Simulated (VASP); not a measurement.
**BeTe: band structure with PW91**

BeTe:

```
CELL_PARAMETERS angstrom
0.00000 2.77000 2.77000
2.77000 0.00000 2.77000
2.77000 2.77000 0.00000
ATOMIC_POSITIONS crystal
Te 0.75000 0.75000 0.75000
Be 0.00000 0.00000 0.00000
```

* Program: VASP 6.6.1
* Task: band structure
* Functional: PW91
* Potentials or basis: VASP PAW PBE potentials, release 64 (Te, Be)
* Cutoff: 520 eV
* k mesh: 8 × 8 × 8
* Occupations: fermi-dirac, width 0.05 eV
* Spin: no spin polarisation
* Further INCAR settings: ALGO = Normal; EDIFF = 1e-06

The band gap on the k mesh is 1.86 eV, indirect (least direct gap 3.58 eV) and the band gap along the path is 1.86 eV, indirect (least direct gap 3.58 eV).

Levels at the corners of the path, in eV from the valence-band top:
```
point  band 1  band 2  band 3  band 4  band 5  band 6  band 7  band 8
    Γ  -12.62    0.00    0.00    0.00    3.58    3.58    3.58    4.22
    X  -10.60   -5.38   -2.83   -2.83    1.86    2.60   10.03   10.03
    X  -10.60   -5.38   -2.83   -2.83    1.86    2.60   10.03   10.03
    W  -10.56   -4.80   -3.96   -3.45    5.31    5.51    5.68    6.38
    W  -10.56   -4.80   -3.96   -3.45    5.31    5.51    5.68    6.38
    K  -10.62   -5.00   -4.16   -2.39    2.63    5.30    8.07    8.47
    K  -10.62   -5.00   -4.16   -2.39    2.63    5.30    8.07    8.47
    Γ  -12.62    0.00    0.00    0.00    3.58    3.58    3.58    4.22
    Γ  -12.62    0.00    0.00    0.00    3.58    3.58    3.58    4.22
    L  -11.14   -5.86   -1.22   -1.22    3.23    4.58    4.58    7.79
    L  -11.14   -5.86   -1.22   -1.22    3.23    4.58    4.58    7.79
    U  -10.62   -5.00   -4.16   -2.39    2.63    5.30    8.07    8.47
    U  -10.62   -5.00   -4.16   -2.39    2.63    5.30    8.07    8.47
    W  -10.56   -4.80   -3.96   -3.45    5.31    5.51    5.68    6.38
    W  -10.56   -4.80   -3.96   -3.45    5.31    5.51    5.68    6.38
    L  -11.14   -5.86   -1.22   -1.22    3.23    4.58    4.58    7.79
    L  -11.14   -5.86   -1.22   -1.22    3.23    4.58    4.58    7.79
    K  -10.62   -5.00   -4.16   -2.39    2.63    5.30    8.07    8.47
    U  -10.62   -5.00   -4.16   -2.39    2.63    5.30    8.07    8.47
    X  -10.60   -5.38   -2.83   -2.83    1.86    2.60   10.03   10.03
```

Wall time 15 s on 1 thread of AMD EPYC 9R45 96-Core Processor (Zen 5), with other jobs on the host, peak memory 0.17 GiB.

Caveat: the log is that of the step along the path at fixed density, whose energy, stress, charges and moments have no meaning; spin-orbit coupling is left out, which moves the levels of the heavy elements.
